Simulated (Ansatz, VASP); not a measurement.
# ZnS: VASP beside Ansatz

Wanted: the spread between two codes on one cell, functional and k mesh. The cell is taken from a series of runs on this material, whose earlier steps may have relaxed, scaled, displaced or heated it; both programs get it as it stands.

Method: plane waves, with VASP 6.6.1 beside it; zone-centre phonons at LDA, in Ansatz 0.2.0.

**1. Set-up**

It takes space group I-4m2 (No. 119, tetragonal). Conventional cell: a = 3.858 Å, b = 3.858 Å, c = 5.097 Å, α = 90.00°, β = 90.00°, γ = 90.00°. Nearest to S lie 4 Zn at 2.31 Å. Nearest to Zn lie 4 S at 2.31 Å. Farther neighbours and most contacts between anions are not listed.

**2. Ansatz: zone-centre phonons, LDA**

Ansatz runs on its PAW soft_1 files.

Second derivatives magnify differences that forces hide, and they need a tight electronic threshold.

input.yaml reads:

```yaml
crystal:
  lattice:
    - [0.0, 2.727808507, 2.5484579287]
    - [2.727808507, 0.0, 2.5484579287]
    - [2.727808507, 2.727808507, 0.0]
  atoms:
    - { symbol: S, position: [0.0, 0.0, 0.0] }
    - { symbol: Zn, position: [0.75, 0.75, 0.75] }
kpoints:
  mp_grid: { grid: [12, 12, 12] }
hamiltonian:
  xc: lda
  pseudopotentials: { kind: paw, azcp: { folder: soft_1 }, xc_functional: pbe }
scf:
  occupations: { method: fixed }
output:
  eigenvalues: true
phonons:
  method: dfpt
  dielectric: true
  rigid_motions: translations
```

Started as:

```
> ansatz run input.yaml --threads 4 --pin off --max-ram 10240MiB --backend cpu --events-out ev --progress --plain --runs-dir out
```

Numbers of over 12 decimals in the logs are rounded to 6 here.

What it wrote:

```text
Engine: ansatz 0.2.0, aarch64-unknown-linux-gnu
Pseudopotentials: kind: paw
Pseudopotential: S, paw, valence charge 6, recommended cutoff 420 eV (normal), soft_1/S.paw.azcp
Pseudopotential: Zn, paw, valence charge 12, recommended cutoff 420 eV (normal), soft_1/Zn.paw.azcp
Functional definition: SPW92
  exchange = slater_x
  correlation = pw_c
Crystal: 2 atoms, lattice volume = 37.926 Å³
Basis set: ecut = 420 eV, 741 PW (Γ), exchange–correlation on 54×54×54 points (8 copies of the dense FFT grid, shifted against one another)
Bands: 13, of which v1, the nominal top of the filled ones, is band 9 counted from 1 (8 counted from 0)
Symmetry: 8 space group operations
k-points: 868 of 1728 (irreducible under 1 space group operation, time reversal used)
Non-local potential: S, projectors of the file, l = 0: 2, l = 1: 2, l = 2: 1
Non-local potential: Zn, projectors of the file, l = 0: 2, l = 1: 2, l = 2: 3, l = 3: 1
PAW form: soft (Blöchl's): semilocal exchange-correlation on the pseudo side does not see the compensation charge
PAW frozen core: S, regenerated for the run's functional, and the local potential with it (the file was generated under x = pbe(κ = 0.804, μ = 0.219515), c = pbe(β = 0.066725))
PAW frozen core: Zn, regenerated for the run's functional, and the local potential with it (the file was generated under x = pbe(κ = 0.804, μ = 0.219515), c = pbe(β = 0.066725))
PAW one-centre angular grid: S, 110 points (default); XC on 64 Gauss nodes
PAW one-centre angular grid: Zn, 590 points (default); XC on 64 Gauss nodes
Initial density: superposition of atomic densities (chi_scale 0.1, normalization cell, long waves kept (reshape's long-wave potential 0.00 eV rms))
Initial wavefunctions: pseudopotential atomic-orbital guess
Functional: x = slater, c = lda
SCF iter   1: F=—  HF=-4117.525911 eV  |F-HF|=—  |Δ(HF+E_count)|=         —  Δρ=3.82e-2  dr2=3.37e-1  ethr=3.10e-3  ⟨swp⟩=5.1  Hψ=67641  notcnv=0  defer=1696
preconditioner: auto → none  [insulator: Δε(μ)=2.124 eV  Ē_g=12.680 eV  n_scr=12 (ndim 8)  ℏωp=25.6 eV  f_vac=0.000  ε∞_Penn≈5.1]
SCF iter   2: F=—  HF=-4117.439448 eV  |F-HF|=—  |Δ(HF+E_count)|=   8.65e-2  Δρ=1.44e-2  dr2=4.12e-2  ethr=1.87e-3  ⟨swp⟩=2.0  Hψ=26643  notcnv=0  defer=1706
SCF iter   3: F=—  HF=-4117.427643 eV  |F-HF|=—  |Δ(HF+E_count)|=   1.18e-2  Δρ=9.65e-3  dr2=1.72e-2  ethr=2.29e-4  ⟨swp⟩=2.0  Hψ=19990  notcnv=0  defer=1710
SCF iter   4: F=—  HF=-4117.423056 eV  |F-HF|=—  |Δ(HF+E_count)|=   4.59e-3  Δρ=2.25e-3  dr2=1.29e-3  ethr=9.57e-5  ⟨swp⟩=2.0  Hψ=26922  notcnv=0  defer=1722
SCF iter   5: F=—  HF=-4117.422898 eV  |F-HF|=—  |Δ(HF+E_count)|=   1.58e-4  Δρ=6.18e-4  dr2=8.15e-5  ethr=7.14e-6  ⟨swp⟩=2.1  Hψ=19021  notcnv=0  defer=1731
SCF iter   6: F=—  HF=-4117.422913 eV  |F-HF|=—  |Δ(HF+E_count)|=   1.49e-5  Δρ=1.18e-4  dr2=2.34e-6  ethr=4.53e-7  ⟨swp⟩=2.5  Hψ=19209  notcnv=0  defer=1
SCF iter   7: F=—  HF=-4117.422912 eV  |F-HF|=—  |Δ(HF+E_count)|=   4.52e-7  Δρ=1.76e-5  dr2=5.58e-8  ethr=1.30e-8  ⟨swp⟩=2.0  Hψ=16945  notcnv=0
SCF iter   8: F=—  HF=-4117.422912 eV  |F-HF|=—  |Δ(HF+E_count)|=   6.29e-8  Δρ=1.15e-6  dr2=2.63e-10  ethr=3.10e-10  ⟨swp⟩=2.0  Hψ=18273  notcnv=0
SCF iter   9: F=-4117.422912 eV  HF=-4117.422912 eV  |F-HF|=3.55e-11  |Δ(HF+E_count)|=  2.10e-10  Δρ=2.61e-7  dr2=1.14e-11  ethr=1.00e-12  ⟨swp⟩=8.0  Hψ=77514  notcnv=0
SCF 1 converged in 9 iterations: F = -4117.422912 eV  dr2 = 1.14e-11
  greatest PAW one-centre occupation: 0.983 electrons in one spin orbital (limit 2), on the Zn atom at site 1 (counted from 0), in its partial waves of l = 2
NSCF: frozen V_eff on 3 k-points
DFPT response loops at Γ: preconditioner auto → none (the input reference at scf.mixing.eps_inf says where Resta's filter doesn't serve); β = 0.50; Broyden in place of MSR1
── the response to a field inside a basis, on 12×12×12 k-points: an SCF that follows is theirs, and a resumed run solves both again ──
Bands: 10, of which v1, the nominal top of the filled ones, is band 9 counted from 1 (8 counted from 0)
k-points: 468 of 1728 (irreducible under 2 space group operations, time reversal used)
Initial density: handed on by an earlier stage of this run
Initial wavefunctions: pseudopotential atomic-orbital guess (no wavefunctions were taken with the density)
Eigensolver: Dense (468 Hₖ)
SCF iter   1: F=—  HF=-4117.423324 eV  |F-HF|=—  |Δ(HF+E_count)|=         —  Δρ=2.45e-4  dr2=5.31e-6  ethr=1.00e-1
preconditioner: auto → none  [insulator: Δε(μ)=2.082 eV  Ē_g=9.963 eV  n_scr=12 (ndim 8)  ℏωp=25.6 eV  f_vac=0.013  ε∞_Penn≈7.6]
SCF iter   2: F=—  HF=-4117.423324 eV  |F-HF|=—  |Δ(HF+E_count)|=   4.67e-7  Δρ=2.17e-4  dr2=6.88e-6  ethr=2.95e-8
SCF iter   3: F=—  HF=-4117.423328 eV  |F-HF|=—  |Δ(HF+E_count)|=   3.97e-6  Δρ=1.99e-4  dr2=8.69e-6  ethr=2.95e-8
SCF iter   4: F=-4117.423324 eV  HF=-4117.423324 eV  |F-HF|=2.09e-9  |Δ(HF+E_count)|=   4.13e-6  Δρ=7.40e-6  dr2=8.05e-9  ethr=2.95e-8
SCF 1 converged in 4 iterations: F = -4117.423324 eV  dr2 = 8.05e-9
DFPT response loops at Γ: mixed as the last ones told, above
SCF converged after 9 iterations
Free energy (F): -4117.422912 eV
Harris-Foulkes:  -4117.422912 eV  (|F-HF|=3.55e-11)
Internal energy: -4117.422912 eV  (E = F + TS)
E sigma→0 (E₀):  -4117.422912 eV
Fermi energy:    6.152623 eV
--- Per-component energies (eV) ---
  E_band       = 4.885229
  E_kinetic    = 255.052136
  E_local      = -2245.104458  (includes V_loc(G=0)·N_el)
  E_nonlocal   = 857.556449
  E_hartree    = 852.524322
  E_xc         = -166.477459
  E_vxc        = -135.258829  (∫ρ·V_xc dr)
  E_paw        = -2401.968014  (= ΣΔE_a)
  E_vpaw       = -432.408270  (= ΣTr[D̂ρ^β])
  E_aug_tail   = -0.000265  (compensation charges beyond the density's cutoff)
  E_ewald      = -1270.715965
  E_core_change = 1.710341  (= ΣΔE_core)
  E_smearing   = -0.000000  (= −TS)
  E_closure    = 0.000000  (closes the sum)
  Σ components = -4117.422912   (vs F -4117.422912, Δ=0.00e0)
--- Band table (eV; the first three rows and the last of 868) ---
  k-point 0: bands = [... 5 lower, -0.0951, 5.9332, 5.9332, 6.1526, 8.0242, 12.2325, 12.2325, 12.2418]
  k-point 1: bands = [... 5 lower, -0.0971, 5.3616, 5.8495, 6.0256, 8.5196, 12.1236, 12.3494, 12.4032]
  k-point 2: bands = [... 5 lower, -0.1011, 4.2155, 5.6348, 5.8484, 9.1594, 12.1452, 12.5899, 12.7791]
  k-point 867: bands = [... 5 lower, 0.1067, 0.3957, 4.8928, 5.2624, 9.1070, 12.4581, 13.1444, 14.7988]
--- Phonons (Γ-DFPT): 4 representative perturbations + reference, on 868 of 1728 k-points (Σ response iterations 12) ---
  k mesh reduced under 1 symmetry operation, with k and −k counted as one. Each operation leaves every solved perturbation unchanged. A smaller set is not considered because the run solves the response to a homogeneous field
  ASR residual: 2.218e-4 → 0.000e0 eV/Å²; symmetrization residual: 3.610e-6 eV/Å²
  ASR residual per site (eV/Å²): 2.67e-5 2.22e-4
  Γ frequencies (cm⁻¹): 0.00 0.00 0.00 273.39 281.22 281.22
  ε∞ (high-frequency dielectric tensor):
        6.314465     0.000000    -0.000000
        0.000000     6.314465     0.000000
       -0.000000     0.000000     6.038105
  ε⁰ (static dielectric tensor: ions relaxed, cell fixed):
        9.349679    -0.000000     0.000000
       -0.000000     9.349679     0.000000
        0.000000     0.000000     8.711174
  ε⁰ − ε∞ (ionic part):
        3.035214    -0.000000     0.000000
       -0.000000     3.035214     0.000000
        0.000000     0.000000     2.673069
  softest optical mode at Γ: 273.39 cm⁻¹; the repairs (sum rule, projections) moved no ω² at Γ by more than (1.05 cm⁻¹)²
  Born effective charges Z* (e; rows j = field, columns β = displacement):
    site 0:
        -1.99497    0.00000   -0.00000
         0.00000   -1.99497   -0.00000
         0.00000   -0.00000   -1.82003
    site 1:
         1.99497   -0.00000    0.00000
        -0.00000    1.99497    0.00000
         0.00000    0.00000    1.82003
  Z* charge neutrality: 2.257e-4 e pre-enforcement
  solved inside a basis spanned on kpoints, on 12×12×12 k-points, its susceptibility summed on 16×16×16: ε∞ is read to err by 1.6e-2, Z* by 1.3e-2 e (field_mesh: kpoints solves on kpoints); Z* is corrected for what the basis lacks
  optical modes at Γ without the LO–TO term, one row a degenerate level:
      ω (cm⁻¹)  modes    IR ((D/Å)²/amu)
        273.39      1             3.5526
        281.22      2             8.5368
  optical modes at Γ + LO–TO along q̂ = [1.0000, 0.0000, 0.0000]:
      ω (cm⁻¹)  modes    IR ((D/Å)²/amu)
        273.39      1             3.5526
        281.22      1             4.2684
        342.20      1             4.2684
  optical modes at Γ + LO–TO along q̂ = [0.0000, 1.0000, 0.0000]:
      ω (cm⁻¹)  modes    IR ((D/Å)²/amu)
        273.39      1             3.5526
        281.22      1             4.2684
        342.20      1             4.2684
  optical modes at Γ + LO–TO along q̂ = [0.0000, 0.0000, 1.0000]:
      ω (cm⁻¹)  modes    IR ((D/Å)²/amu)
        281.22      2             8.5368
        328.37      1             3.5526
```

The column dr2 measures how far the density is from self-consistency, as an energy; F and HF (Harris–Foulkes) agree once it is small.

[end of part 1 of 2]

[Lines on the potential files, build, host, timing and source positions are cut from VASP's logs without a mark.]

[Logs are printed without paths, hosts, clocks, repeated set-up lines and the standing remarks that a program may print on its own settings, such as how far it seeks lower states.]

[Hosts, paths, dates, database ids (printed as entryN), source tags and the programs' standing remarks are cut or masked in the printed files.]
